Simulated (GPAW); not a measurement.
The system is Ca.

```
CELL_PARAMETERS angstrom
0.00000 2.79420 2.79420
2.79420 0.00000 2.79420
2.79420 2.79420 0.00000
ATOMIC_POSITIONS crystal
Ca 0.00000 0.00000 0.00000
```

Base run:

| Item | Value |
| --- | --- |
| Program | GPAW 26.7.0 |
| Functional | SOGGA |
| Potentials or basis | PAW data sets generated in the run's folder for this functional |
| Cutoff | 600 eV |
| Basis | pw |
| k mesh | 8 × 8 × 8 |
| Occupations | fermi-dirac, width 0.05 eV |
| Spin | no spin polarisation |

Its results: pressure -1.2 GPa.

Q: After a change of settings the same cell gave: pressure -2.1 GPa. Which change was it?
A. functional from SOGGA to LDA; band points from 100 to 60
B. functional from SOGGA to PBEsol; occupations from fermi-dirac, width 0.05 eV to gaussian, width 0.1 eV
C. functional from SOGGA to BLYP; band points from 100 to 80
D. functional from SOGGA to PBE; potentials or basis from PAW data sets generated in the run's folder for this functional to GPAW PAW data sets (gpaw-data 1.2.1)

A: A.

Not every run made on this cell is shown here.
